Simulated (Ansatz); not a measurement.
A distorted cell of InN (wurtzite):

```xyz
4
Lattice="3.5650 0.0000 0.0000 -1.7825 3.0873 0.0000 0.0000 0.0000 5.9163" Properties=species:S:1:pos:R:3 pbc="T T T"
In     1.7825     1.0291     2.9698
In     0.0000     2.0582     0.0117
N      1.7825     1.0291     0.7291
N      0.0000     2.0582     3.6872
```

Calculation: PBE (plane waves to 420 eV, PAW, scalar-relativistic; Ansatz, an electronic-structure program). k mesh 11×11×6 (Γ-centred), Fermi-Dirac smearing 0.05 eV. Energies are smeared free energies. Stress and pressure are positive under compression. As the atoms are clamped, bonds stretch with the cell, which overstates energies and stresses. With partly filled bands, the response to shear is sensitive to the k mesh, so small differences along c/a are uncertain. At this level the bands of InN touch or barely overlap; measurements give the solid a gap. InN was relaxed with its symmetry unable to fall.

Task: Give the stress tensor in GPa and the pressure.

Result: 
```
    0.4      0.0      0.0
    0.0      0.4      0.0
    0.0      0.0     -4.9
```
The pressure, a third of the trace, is -1.4 GPa.

Task: It is the relaxed cell deformed to V/V₀ = 1.013, (c/a)/(c/a)₀ = 1.027, c along z, fractional positions held. What is its energy relative to the relaxed cell?

Result: 6 meV/atom.

(A scan under strain: stresses follow from slopes of the energy per volume, elastic moduli from its curvatures.)
